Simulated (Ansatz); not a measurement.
# Ta (Im-3m) in Ansatz: further runs

The runs below take Ta through single point, equation of state, with PBE.

All numbers are computed with Ansatz 0.2.0; they aren't measurements. Logs are shortened: lines on timing, memory, paths and dates and some standing lists are left out, and cuts for length are marked.

**Measured values to compare with.**

“Pressure effects on the electronic structure and superconductivity of (TaNb)0.67(HfZrTi)0.33 high entropy alloy”, 2019, arxiv:1910.08312 quotes, for a bulk crystal of Ta: bulk modulus 194 GPa.

How close the calculation comes is told below.

## (1) The structure

It takes space group Im-3m (No. 229, cubic). Conventional cell: a = 3.303 Å, b = 3.303 Å, c = 3.303 Å, α = 90.00°, β = 90.00°, γ = 90.00°. Ta (site symmetry m-3m) has 8 Ta at 2.86 Å as nearest neighbours.

## (2) Single point, PBE, 16.93 Å³/atom (volume scaled by 0.94)

The input, input.yaml:

```yaml
crystal:
  lattice:
    - [-1.6175709496, 1.6175709496, 1.6175709496]
    - [1.6175709496, -1.6175709496, 1.6175709496]
    - [1.6175709496, 1.6175709496, -1.6175709496]
  atoms:
    - { symbol: Ta, position: [0.0, 0.0, 0.0] }
hamiltonian:
  xc: pbe
  pseudopotentials: { kind: paw }
kpoints:
  mp_grid: { grid: [11, 11, 11] }
scf:
  occupations: { method: fermi_dirac, width: 0.05 }
output:
  forces: true
  stress: true
  eigenvalues: true
```

Potentials or basis: Ansatz PAW.

On the command line:

```console
$ ansatz run input.yaml --threads 2 --pin off --max-ram 5632MiB --backend cpu --events-out ev --progress --plain --runs-dir out
```

Output:

```text
Warning: RAYON_NUM_THREADS=2 ignored (pool sized by the plan → 2); use --threads N
Engine: ansatz 0.2.0, aarch64-unknown-linux-gnu
Pseudopotentials: kind: paw
Pseudopotential: Ta, paw, valence charge 13, recommended cutoff 420 eV (normal), Ta.paw.azcp
Functional definition: PBE
  parameter kappa = 0.804
  parameter beta = 0.06672455060314922
  exchange = pbe_x(kappa = kappa, mu = beta*pi^2/3)
  correlation = pbe_c(beta = beta)
Crystal: 1 atoms, lattice volume = 16.930 Å³
Basis set: ecut = 420 eV, 321 PW (Γ), exchange–correlation on 40×40×40 points (8 copies of the dense FFT grid, shifted against one another)
Bands: 11, of which v1, the nominal top of the filled ones, is band 7 counted from 1 (6 counted from 0)
Symmetry: 48 space group operations
Space group: Im-3m (ITA 229), of the structure as read, at distance tolerance 2.6e-5 Å
k-points: 56 of 1331
Non-local potential: Ta, projectors of the file, l = 0: 3, l = 1: 2, l = 2: 2, l = 3: 1
PAW form: soft (Blöchl's): semilocal exchange-correlation on the pseudo side does not see the compensation charge
PAW one-centre angular grid: Ta, 590 points (default); XC on 64 Gauss nodes
Initial density: superposition of atomic densities (neutral atoms: chi_scale 0, normalization atom), corrected by the library's trained network
Initial wavefunctions: pseudopotential atomic-orbital guess
Functional: x = pbe(κ = 0.804, μ = 0.2195149727645171), c = pbe(β = 0.06672455060314922)
SCF iter   1: F=—  HF=-9932.192893 eV  |F-HF|=—  |Δ(HF+E_count)|=         —  Δρ=2.30e-3  dr2=3.04e-4  ethr=1.77e-3  ⟨swp⟩=5.9  Hψ=3555  notcnv=0
preconditioner: auto → none  [insulator: Δε(μ)=0.151 eV  Ē_g=8.848 eV  σ=0.050 eV  W_gap=0.64  n_scr=0 (ndim 8)  ℏωp=20.2 eV  f_vac=0.000  D(μ)=0.61/eV (n_scr^D=0)  ε∞_Penn≈6.2]
SCF iter   2: F=—  HF=-9932.192795 eV  |F-HF|=—  |Δ(HF+E_count)|=   9.83e-5  Δρ=1.03e-3  dr2=4.98e-5  ethr=2.34e-6  ⟨swp⟩=2.5  Hψ=1379  notcnv=0
SCF iter   3: F=—  HF=-9932.192849 eV  |F-HF|=—  |Δ(HF+E_count)|=   5.45e-5  Δρ=1.90e-4  dr2=1.60e-6  ethr=3.83e-7  ⟨swp⟩=2.1  Hψ=724  notcnv=0
iter 4 did not close the SCF: its close was put off for the readings that it lacked (scf_convergence_deferred on its scf_iter line)
SCF iter   4: F=-9932.192851 eV  HF=-9932.192851 eV  |F-HF|=1.80e-8  |Δ(HF+E_count)|=   1.65e-6  Δρ=1.31e-5  dr2=2.20e-8  ethr=1.23e-8  ⟨swp⟩=2.4  Hψ=959  notcnv=0
iter 5 did not close the SCF: its close was put off for the readings that it lacked (scf_convergence_deferred on its scf_iter line)
SCF iter   5: F=-9932.192851 eV  HF=-9932.192851 eV  |F-HF|=1.40e-10  |Δ(HF+E_count)|=   1.05e-8  Δρ=3.46e-6  dr2=2.99e-10  ethr=1.69e-10  ⟨swp⟩=2.1  Hψ=892  notcnv=0
SCF iter   6: F=-9932.192851 eV  HF=-9932.192851 eV  |F-HF|=0.00e0  |Δ(HF+E_count)|=  1.98e-10  Δρ=2.62e-7  dr2=4.59e-12  ethr=2.30e-12  ⟨swp⟩=1.4  Hψ=1949  notcnv=0
SCF 1 converged in 6 iterations: F = -9932.192851 eV  dr2 = 4.59e-12
SCF converged after 6 iterations
Free energy (F): -9932.192851 eV
Harris-Foulkes:  -9932.192851 eV  (|F-HF|=0.00e0)
Internal energy: -9932.186775 eV  (E = F + TS)
E sigma→0 (E₀):  -9932.189813 eV
Entropy (-TS):   -0.006075 eV (-6.075 meV/atom)
Fermi energy:    19.987499 eV
--- Per-component energies (eV) ---
  E_band       = -85.244682
  E_kinetic    = 368.604596
  E_local      = -511.772196  (includes V_loc(G=0)·N_el)
  E_nonlocal   = 15.685143
  E_hartree    = 180.558182
  E_xc         = -219.387425
  E_vxc        = -205.290209  (∫ρ·V_xc dr)
  E_paw        = -8397.122206  (= ΣΔE_a)
  E_vpaw       = -113.588570  (= ΣTr[D̂ρ^β])
  E_aug_tail   = 0.000150  (compensation charges beyond the density's cutoff)
  E_ewald      = -1368.753019
  E_smearing   = -0.006075  (= −TS)
  E_closure    = -0.000000  (closes the sum)
  Σ components = -9932.192851   (vs F -9932.192851, Δ=0.00e0)
--- Forces (eV/Å), atoms counted from 1 ---
  atom   1  Ta     0.00000000     0.00000000     0.00000000
  max |Σ_I F_I| component: 1.29e-31 eV/Å
--- Stress (GPa, compression-positive) ---
       17.185478      -0.000000       0.000000
       -0.000000      17.185478       0.000000
       -0.000000       0.000000      17.185478
  P = ⅓ Tr σ = 17.1855 GPa (171.855 kbar)
--- Band table (eV; the first three rows and the last of 56) ---
  k-point 0: bands = ["-46.9337", "-12.7912", "-12.7912", "-12.7912", "11.8615", "20.7170", "20.7170", "20.7170", "24.2150", "24.2150", "34.8598"]
  k-point 1: bands = ["-46.9218", "-12.9162", "-12.8292", "-12.7921", "12.2539", "20.4612", "20.6298", "21.1091", "23.8267", "24.2155", "35.2097"]
  k-point 2: bands = ["-46.8896", "-13.2411", "-12.9296", "-12.7945", "13.3033", "19.8451", "20.2223", "22.2511", "23.4544", "24.2734", "35.7556"]
  k-point 55: bands = ["-46.6741", "-13.7857", "-13.7631", "-13.7631", "15.9028", "15.9586", "26.2416", "26.2416", "27.1303", "28.5721", "30.4932"]
```

Run time: 0.39 s. Hardware: 2 threads of Arm Neoverse V2, shared host; peak memory 0.25 GiB.

What came out:

```yaml
Free_energy: -9932.1929 eV
Pressure: 17.2 GPa
Band_gap_on_the_k_mesh: none (metal or under the smearing width)
```

## (3) Single point, PBE, 17.29 Å³/atom (volume scaled by 0.96)

Edit input.yaml of step 2 so:

```diff
@@ -2,5 +2,5 @@
   lattice:
-    - [-1.6175709496, 1.6175709496, 1.6175709496]
-    - [1.6175709496, -1.6175709496, 1.6175709496]
-    - [1.6175709496, 1.6175709496, -1.6175709496]
+    - [-1.6289626696, 1.6289626696, 1.6289626696]
+    - [1.6289626696, -1.6289626696, 1.6289626696]
+    - [1.6289626696, 1.6289626696, -1.6289626696]
   atoms:
```

Potentials or basis: Ansatz PAW.

On the command line:

```console
$ ansatz run input.yaml --threads 2 --pin off --max-ram 5632MiB --backend cpu --events-out ev --progress --plain --runs-dir out
```

Run time: 0.4 s. Hardware: 2 threads of Arm Neoverse V2, shared host; peak memory 0.25 GiB.

It converged, with:

- Free energy: -9932.2253 eV
- Pressure: 11.8 GPa
- Band gap on the k mesh: none (metal or under the smearing width)

## (4) Single point, PBE, 17.65 Å³/atom (volume scaled by 0.98)

Edit input.yaml of step 3 so:

```diff
@@ -2,5 +2,5 @@
   lattice:
-    - [-1.6289626696, 1.6289626696, 1.6289626696]
-    - [1.6289626696, -1.6289626696, 1.6289626696]
-    - [1.6289626696, 1.6289626696, -1.6289626696]
+    - [-1.64019725, 1.64019725, 1.64019725]
+    - [1.64019725, -1.64019725, 1.64019725]
+    - [1.64019725, 1.64019725, -1.64019725]
   atoms:
```

On the command line:

```console
$ ansatz run input.yaml --threads 2 --pin off --max-ram 5632MiB --backend cpu --events-out ev --progress --plain --runs-dir out
```

It took 0.4 s on 2 threads of Arm Neoverse V2, shared host; peak memory 0.25 GiB.

Results (log left out):

```
Free energy            : -9932.2462 eV
Pressure               : 6.9 GPa
Band gap on the k mesh : none (metal or under the smearing width)
```

## (5) Single point, PBE, 18.01 Å³/atom

Edit input.yaml of step 4 so:

```diff
@@ -2,5 +2,5 @@
   lattice:
-    - [-1.64019725, 1.64019725, 1.64019725]
-    - [1.64019725, -1.64019725, 1.64019725]
-    - [1.64019725, 1.64019725, -1.64019725]
+    - [-1.65128, 1.65128, 1.65128]
+    - [1.65128, -1.65128, 1.65128]
+    - [1.65128, 1.65128, -1.65128]
   atoms:
```

On the command line:

```console
$ ansatz run input.yaml --threads 2 --pin off --max-ram 5632MiB --backend cpu --events-out ev --progress --plain --runs-dir out
```

Wall time 0.4 s (2 threads of Arm Neoverse V2, shared host); peak memory 0.26 GiB.

Results (log left out):

```yaml
Free_energy: -9932.2568 eV
Pressure: 2.6 GPa
Band_gap_on_the_k_mesh: none (metal or under the smearing width)
```

## (6) Single point, PBE, 18.37 Å³/atom (volume scaled by 1.02)

The input, input.yaml:

```yaml
crystal:
  lattice:
    - [-1.6622159478, 1.6622159478, 1.6622159478]
    - [1.6622159478, -1.6622159478, 1.6622159478]
    - [1.6622159478, 1.6622159478, -1.6622159478]
  atoms:
    - { symbol: Ta, position: [0.0, 0.0, 0.0] }
hamiltonian:
  xc: pbe
  pseudopotentials: { kind: paw }
kpoints:
  mp_grid: { grid: [11, 11, 11] }
scf:
  occupations: { method: fermi_dirac, width: 0.05 }
output:
  forces: true
  stress: true
  eigenvalues: true
  write_density: true
  write_potential: true
  elf: true
  volumetric_format: npy
```

Potentials or basis: Ansatz PAW.

On the command line:

```console
$ ansatz run input.yaml --threads 2 --pin off --max-ram 5632MiB --backend cpu --events-out ev --progress --plain --runs-dir out
```

Run time: 0.51 s. Hardware: 2 threads of Arm Neoverse V2, shared host; peak memory 0.26 GiB.

Results (log left out):

```
Free energy            : -9932.2582 eV
Pressure               : -1.3 GPa
Band gap on the k mesh : none (metal or under the smearing width)
```

## (7) Single point, PBE, 18.73 Å³/atom (volume scaled by 1.04)

The input, input.yaml:

```yaml
crystal:
  lattice:
    - [-1.6730098603, 1.6730098603, 1.6730098603]
    - [1.6730098603, -1.6730098603, 1.6730098603]
    - [1.6730098603, 1.6730098603, -1.6730098603]
  atoms:
    - { symbol: Ta, position: [0.0, 0.0, 0.0] }
hamiltonian:
  xc: pbe
  pseudopotentials: { kind: paw }
kpoints:
  mp_grid: { grid: [11, 11, 11] }
scf:
  occupations: { method: fermi_dirac, width: 0.05 }
output:
  forces: true
  stress: true
  eigenvalues: true
```

On the command line:

```console
$ ansatz run input.yaml --threads 2 --pin off --max-ram 5632MiB --backend cpu --events-out ev --progress --plain --runs-dir out
```

Run time: 0.4 s. Hardware: 2 threads of Arm Neoverse V2, shared host; peak memory 0.25 GiB.

It converged, with:

| Item | Value |
| --- | --- |
| Free energy | -9932.2512 eV |
| Pressure | -4.8 GPa |
| Band gap on the k mesh | none (metal or under the smearing width) |

## (8) Single point, PBE, 19.09 Å³/atom (volume scaled by 1.06)

Edit input.yaml of step 7 so:

```diff
@@ -2,5 +2,5 @@
   lattice:
-    - [-1.6730098603, 1.6730098603, 1.6730098603]
-    - [1.6730098603, -1.6730098603, 1.6730098603]
-    - [1.6730098603, 1.6730098603, -1.6730098603]
+    - [-1.6836662614, 1.6836662614, 1.6836662614]
+    - [1.6836662614, -1.6836662614, 1.6836662614]
+    - [1.6836662614, 1.6836662614, -1.6836662614]
   atoms:
```

On the command line:

```console
$ ansatz run input.yaml --threads 2 --pin off --max-ram 5632MiB --backend cpu --events-out ev --progress --plain --runs-dir out
```

Run time: 0.41 s. Hardware: 2 threads of Arm Neoverse V2, shared host; peak memory 0.26 GiB.

It converged, with:

```
Free energy            : -9932.2367 eV
Pressure               : -8.0 GPa
Band gap on the k mesh : none (metal or under the smearing width)
```

## (9) Equation of state, PBE

Potentials or basis: Ansatz PAW.

No new run: the results of the series are fitted here.

What came out:

```yaml
Equilibrium_volume: 18.24 Å³/atom
Bulk_modulus: 195 GPa
Pressure_derivative_of_the_bulk_modulus: 4.3
```

Energy against volume, from the lowest point:
| volume (Å³/atom) | energy (meV/atom) |
| --- | --- |
| 16.930 | 65.36 |
| 17.290 | 32.91 |
| 17.650 | 11.99 |
| 18.010 | 1.38 |
| 18.371 | 0.00 |
| 18.731 | 6.98 |
| 19.091 | 21.50 |

Spin-orbit coupling is left out, which matters for the levels of Ta. PBE usually gives volumes a little too large and moduli too small.

## (10) Against experiment

Step 9. A measured bulk modulus of Ta is 194 GPa (quoted in “Pressure effects on the electronic structure and superconductivity of (TaNb)0.67(HfZrTi)0.33 high entropy alloy”, 2019, arxiv:1910.08312); the calculated 195 GPa misses it by +0.4 %. The fit is for a static lattice scaled at fixed shape and fixed fractional positions.
